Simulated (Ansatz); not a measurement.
## rocksalt-structured NbAs

Computed with Ansatz (plane waves, PAW, 420 eV cutoff): PBEsol, scalar-relativistic, no spin polarisation, 10×10×10 k-mesh, Gaussian smearing of 0.05 eV; PAW files: Ansatz's generated set soft_2.

```
CELL_PARAMETERS angstrom
0.00000 2.60519 2.60519
2.60519 0.00000 2.60519
2.60519 2.60519 0.00000
ATOMIC_POSITIONS crystal
Nb 0.50000 0.50000 0.50000
As 0.00000 0.00000 0.00000
```

This is a trial structure; measured cells of the compound in the Crystallography Open Database are in space group I41md.

The cell is relaxed to zero pressure at this level.

The cell has space group Fm-3m (read at 0.01 Å). In it the stress is 0.00, 0.00, 0.00, 0.00, 0.00, 0.00 GPa and the largest force component 0.000 eV/Å. Each change below starts from this cell, without further relaxation. Stress is in GPa, positive in compression, in the order xx, yy, zz, yz, xz, xy; energies are counted from the cell above and are free energies with the smearing's entropy, which match forces and stress in a metal.

Question: What happens when atom 2 (As) is moved by 0.12 Å along x?

Answer: The energy changes by 57.7 meV per cell, and the force on it along the shift is -0.990 eV/Å (−F/u = 8.25 eV/Å²). Stress: 3.96, -0.34, -0.34, 0.00, 0.00, 0.00.
```
atom  Fx (eV/Å)     Fy     Fz
 Nb1      0.990  0.000  0.000
 As2     -0.990  0.000  0.000
```
In a harmonic crystal the energy would rise by −½F·u = ½ × 8.25 × 0.12² eV = 59.4 meV, which matches.

Question: A single strain component, atoms carried along, gave the stress -0.70, -7.18, -0.70, 0.00, 0.00, 0.00. Which component, and about how large?

Answer: An engineering strain of 2 % in yy; the energy changes by 16.6 meV per cell.
